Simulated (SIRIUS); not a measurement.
Here is a SIRIUS 7.12.0 calculation.

The input sirius.json:

```json
{
  "control": {
    "processing_unit": "cpu",
    "verbosity": 2,
    "num_bands_to_print": 22,
    "print_forces": true,
    "print_stress": true
  },
  "parameters": {
    "electronic_structure_method": "pseudopotential",
    "xc_functionals": ["XC_GGA_X_PBE_SOL", "XC_GGA_C_PBE_SOL"],
    "gk_cutoff": 9.2,
    "pw_cutoff": 18.4,
    "ngridk": [8, 8, 8],
    "shiftk": [0, 0, 0],
    "smearing": "fermi_dirac",
    "smearing_width": 0.0018374661,
    "num_bands": 22,
    "num_mag_dims": 0,
    "num_dft_iter": 100,
    "energy_tol": 1e-08,
    "density_tol": 1e-06
  },
  "iterative_solver": {
    "type": "davidson",
    "min_tolerance": 1e-10
  },
  "mixer": {
    "type": "anderson",
    "beta": 0.7,
    "max_history": 8
  },
  "settings": {
    "tol_ne": 1e-10,
    "pseudo_grid_cutoff": 6.5
  },
  "unit_cell": {
    "lattice_vectors": [
      [0.0, 5.341972295398, 5.341972295398],
      [5.341972295398, 0.0, 5.341972295398],
      [5.341972295398, 5.341972295398, 0.0]
    ],
    "atom_coordinate_units": "lattice",
    "atom_types": ["As", "Ga"],
    "atom_files": {
      "Ga": "Ga.json",
      "As": "As.json"
    },
    "atoms": {
      "As": [
        [0.75, 0.75, 0.75]
      ],
      "Ga": [
        [0.0, 0.0, 0.0]
      ]
    }
  }
}
```

Potentials or basis: PseudoDojo 0.4.1 PBEsol standard (scalar relativistic).

The run is started by

```bash
$ upf_to_json Ga.upf
$ upf_to_json As.upf
$ OMP_NUM_THREADS=1 sirius.scf --input=sirius.json --output=out.json --task=0
```

**Question.** Predict the pressure.

**Answer.** 0.3 GPa.

**Question.** Estimate the band gap on the k mesh.

**Answer.** 0.44 eV.

**Experimental background.**

From “Evidence of valence band perturbations in GaAsN/GaAs(001): A combined variable-angle spectroscopic ellipsometry and modulated photoreflectance investigation”, 2008, arxiv:0805.2212, for a bulk crystal of GaAs at 300 K: band gap 1.418 ± 0.005 eV (direct).

A measured gap of GaAs is 1.418 eV (direct; 300 K; “Evidence of valence band perturbations in GaAsN/GaAs(001): A combined variable-angle spectroscopic ellipsometry and modulated photoreflectance investigation”, 2008, arxiv:0805.2212); the calculated 0.44 eV misses it by -0.98 eV. 3 values of this kind are on record (1.412 to 1.51 eV); this one was drawn at random among those near their median, those with a stated uncertainty first. Spin-orbit coupling on As, Ga is left out. The value is that of PBEsol on a finite k mesh, which can miss the band edges, without temperature or zero-point motion. Semilocal functionals fall short of measured gaps as a rule.
